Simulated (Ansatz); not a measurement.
## TiPbO3: single run (Ansatz)

Launch command:

```bash
ansatz run input.yaml --threads 1 --pin off --max-ram 2560MiB --backend cpu --events-out ev --progress --plain --runs-dir out
```

Input:

```yaml
crystal:
  lattice:
    - [3.92049171, 0.0, 3.92049171]
    - [0.0, 3.92049171, 0.0]
    - [3.92049171, 0.0, -3.92049171]
  atoms:
    - { symbol: Pb, position: [0.0, 0.0, 0.0] }
    - { symbol: Pb, position: [0.5, 0.0, 0.5] }
    - { symbol: Ti, position: [0.0, 0.5, 0.5] }
    - { symbol: Ti, position: [0.5, 0.5, 0.0] }
    - { symbol: O, position: [0.25, 0.5, 0.75] }
    - { symbol: O, position: [0.75, 0.5, 0.25] }
    - { symbol: O, position: [0.0, 0.0, 0.5] }
    - { symbol: O, position: [0.5, 0.0, 0.0] }
    - { symbol: O, position: [0.25, 0.5, 0.25] }
    - { symbol: O, position: [0.75, 0.5, 0.75] }
  symmetry: { tolerance: 0.0003 }
kpoints:
  mp_grid: { grid: [3, 5, 3], shift: [0, 0, 0] }
magnetization:
  spin_polarized: false
scf:
  occupations: { method: methfessel_paxton, width: 0.034 }
  initial_density: { chi_scale: 0.0 }
hamiltonian:
  pseudopotentials: { kind: paw }
  xc: pbe
  hubbard:
    projectors: all-electron-ortho-atomic
    sites: [{ species: Ti, l: d, u_eff: 6.35 }]
basis:
  ecutwfc: 420
  ecutrho_ratio: 6
output:
  forces: true
  stress: true
  eigenvalues: true
```

Origin of the cell: a database entry, scaled a little.

Output (shortened):

```
SCF iter   1: F=—  HF=-32231.519586 eV  Δρ=2.20e-1  dr2=6.26e1
SCF iter   2: F=—  HF=-32214.708670 eV  S|Δr|=    0.00e0  Δρ=7.87e-2  dr2=3.34e0  defer=21
SCF iter   3: F=—  HF=-32214.221318 eV  S|Δr|=    0.00e0  Δρ=3.28e-2  dr2=9.89e-1  defer=23
SCF iter   4: F=—  HF=-32214.113705 eV  S|Δr|=    0.00e0  Δρ=1.57e-2  dr2=3.62e-1  defer=19
SCF iter   5: F=—  HF=-32214.063864 eV  S|Δr|=    0.00e0  Δρ=8.50e-3  dr2=1.11e-1  defer=19
SCF iter   6: F=—  HF=-32214.053085 eV  S|Δr|=    0.00e0  Δρ=6.09e-3  dr2=5.49e-2  defer=17
SCF iter   7: F=—  HF=-32214.045264 eV  S|Δr|=    0.00e0  Δρ=3.53e-3  dr2=1.86e-2  defer=19
SCF iter   8: F=—  HF=-32214.041763 eV  S|Δr|=    0.00e0  Δρ=1.22e-3  dr2=2.33e-3  defer=19
SCF iter   9: F=—  HF=-32214.041286 eV  S|Δr|=    0.00e0  Δρ=1.52e-4  dr2=3.76e-5  defer=22
SCF iter  10: F=—  HF=-32214.041305 eV  S|Δr|=    0.00e0  Δρ=1.02e-5  dr2=9.24e-8
SCF iter  11: F=-32214.041305 eV  HF=-32214.041305 eV  S|Δr|=    0.00e0  Δρ=2.00e-6  dr2=4.00e-9
SCF 1 converged in 11 iterations: F = -32214.041305 eV  dr2 = 4.00e-9
SCF converged after 11 iterations
Stability not checked: this state was not tested for a lower state beside it, because cold or Methfessel-Paxton smearing, or corrected tetrahedra, fill the levels in a way that the test cannot read (fill_not_monotonic; […]
Free energy (F): -32214.041305 eV
Harris-Foulkes:  -32214.041305 eV  (|F-HF|=3.75e-9)
Internal energy: -32214.041305 eV  (E = F + TS)
E sigma→0 (E₀):  -32214.041305 eV
Fermi energy:    12.487398 eV
--- Per-component energies (eV) ---
  E_band       = -293.052556
  E_kinetic    = 2173.899760
  E_local      = -5038.274741  (includes V_loc(G=0)·N_el)
  E_nonlocal   = 988.491935
  E_hartree    = 1929.564936
  E_xc         = -1088.319844
  E_vxc        = -1085.162918  (∫ρ·V_xc dr)
  E_hubbard    = 9.935480  (on-site DFT+U / exact-exchange correction)
  E_vhub       = 6.985535  (the Hubbard potential's part of the band-sum identity)
  E_paw        = -23838.297497  (= ΣΔE_a)
  E_vpaw       = -1198.125544  (= ΣTr[D̂ρ^β])
  E_aug_tail   = 0.003382  (compensation charges beyond the density's cutoff)
  E_ewald      = -7351.044717
  E_smearing   = -0.000000  (= −TS)
  Σ components = -32214.041305   (vs F -32214.041305, Δ=0.00e0)
--- Forces (eV/Å), atoms counted from 1 ---
  atom   1  Pb     0.000000    -0.000000    -0.000000
  atom   2  Pb     0.000000    -0.000000     0.000000
  atom   3  Ti     0.000000     0.000000     0.000000
  atom   4  Ti     0.000000     0.000000    -0.000000
  atom   5  O      0.000000     0.000000     0.000000
  atom   6  O      0.000000     0.000000     0.000000
  atom   7  O      0.000000     0.000000     0.000000
  atom   8  O      0.000000     0.000000    -0.000000
  atom   9  O     -0.000000    -0.000000     0.000000
  atom  10  O     -0.000000    -0.000000     0.000000
  max |Σ_I F_I| component: 0.0 eV/Å
--- Stress (GPa, compression-positive) ---
        8.951828       0.000000       0.000000
        0.000000       9.180996       0.000000
        0.000000       0.000000       8.951828
  P = ⅓ Tr σ = 9.0282 GPa (90.282 kbar)
Occupation matrices written to <dir>
```

Caveats: no spin-orbit coupling, though heavy elements are present.

The run took 7.7 s of wall time on 1 CPU thread(s) of a shared host, from the program's own first density.
